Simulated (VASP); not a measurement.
# Nb under changes of volume

One of the cells (17.078 Å³/atom); the others are scaled copies at fixed shape and fractional positions:

```xyz
1
Lattice="-1.6223 1.6223 1.6223 1.6223 -1.6223 1.6223 1.6223 1.6223 -1.6223" Properties=species:S:1:pos:R:3 pbc="T T T"
Nb    0.0000    0.0000    0.0000
```

```yaml
Program: VASP 6.6.1
Functional: LDA
Potentials_or_basis: VASP PAW LDA potentials, release 64 (Nb_sv)
Cutoff: 520 eV
k_mesh: 10 × 10 × 10
Occupations: fermi-dirac, width 0.05 eV
Spin: no spin polarisation
```

| volume (Å³/atom) | energy over the lowest point (meV/atom) | pressure (GPa) |
| --- | --- | --- |
| 16.395 | ? | ? |
| 16.737 | 3.67 | 3.5 |
| 17.078 | 0.00 | -0.1 |
| 17.420 | 3.61 | -3.5 |
| 17.761 | 14.01 | -6.6 |

Task: What does the run at 16.395 Å³/atom give?

Result: Energy over the lowest point 15.20 meV/atom; pressure 7.6 GPa.

Worked out: A Birch-Murnaghan fit of order 2 (a polynomial in V^(-2/3)) to the other rows has its minimum at 17.07 Å³/atom with B0 = V·E''(V) = 174 GPa. It gives 15.59 meV/atom at 16.395 Å³/atom, against the run's 15.20, and -dE/dV = 7.6 GPa, against 7.6.

Energies are extrapolated to zero smearing.
